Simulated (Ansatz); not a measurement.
## P: density of states with PBEsol

P:

```xyz
4
Lattice="1.6477 -5.4650 0.0000 1.6477 5.4650 0.0000 0.0000 0.0000 4.5436" Properties=species:S:1:pos:R:3 pbc="T T T"
P     1.6477   -4.4173    2.6754
P     1.6477    4.4173    1.8683
P     1.6477   -1.0477    0.4035
P     1.6477    1.0477    4.1401
```

```json
{"Program": "Ansatz 0.2.0", "Task": "density of states", "Functional": "PBEsol", "Potentials or basis": "Ansatz PAW", "Cutoff": "420 eV (not typed: the program's choice for these potentials)", "k mesh": "8 × 8 × 6", "Occupations": "fermi-dirac, width 0.05 eV", "Spin": "no spin polarisation"}
```

The pressure is -0.6 GPa and the largest force is 0.297 eV/Å. The band gap on the k mesh is 0.01 eV, direct.

Forces in eV/Å, atoms in the order of the input:
```
P    0.000  0.119 -0.272
P    0.000 -0.119  0.272
P    0.000 -0.119 -0.272
P    0.000  0.119  0.272
```

Stress tensor (GPa, compression positive):
```
-1.06  0.00  0.00
 0.00 -0.29  0.00
 0.00  0.00 -0.45
```

Levels at points of the mesh, in eV from the valence-band top:
```tsv
k point	band 7	band 8	band 9	band 10	band 11	band 12	band 13	band 14
(0.00, 0.00, 0.00)	-4.12	-2.86	-2.62	-1.25	0.47	0.88	1.78	2.76
(0.00, 0.00, -0.50)	-3.33	-3.33	-1.70	-1.70	1.32	1.32	2.82	2.82
(0.00, -0.50, 0.00)	-3.43	-3.43	-2.70	-2.70	0.53	0.53	1.35	1.35
(0.00, -0.50, -0.50)	-5.37	-5.37	-1.84	-1.84	1.53	1.53	3.33	3.33
(-0.50, -0.50, 0.00)	-4.22	-2.46	-1.62	0.00	0.01	0.65	2.00	2.65
(-0.50, -0.50, -0.50)	-2.82	-2.82	-2.02	-2.02	1.29	1.29	2.46	2.46
```

States per cell in windows of 0.5 eV (zero at the valence-band top; states under -8 eV left out):
```csv
from (eV),total
-8.0,0.25
-7.5,0.23
-7.0,0.49
-6.5,0.97
-6.0,1.35
-5.5,0.77
-5.0,0.77
-4.5,1.28
-4.0,1.46
-3.5,0.87
-3.0,0.84
-2.5,1.16
-2.0,1.46
-1.5,0.69
-1.0,0.15
-0.5,0.04
0.0,0.12
0.5,0.84
1.0,1.16
1.5,1.69
2.0,1.61
2.5,1.57
3.0,1.27
3.5,1.13
4.0,0.98
4.5,1.06
5.0,0.83
5.5,1.13
6.0,1.56
6.5,1.17
7.0,1.33
7.5,1.35
```

Wall time 9.5 s on 2 threads of Arm Neoverse V1, on a shared host, peak memory 0.47 GiB.

Caveat: the PAW data sets come from PBE, with cores solved anew for the run's functional, which leaves a small shift of forces and pressure. A k mesh can miss the band edges.
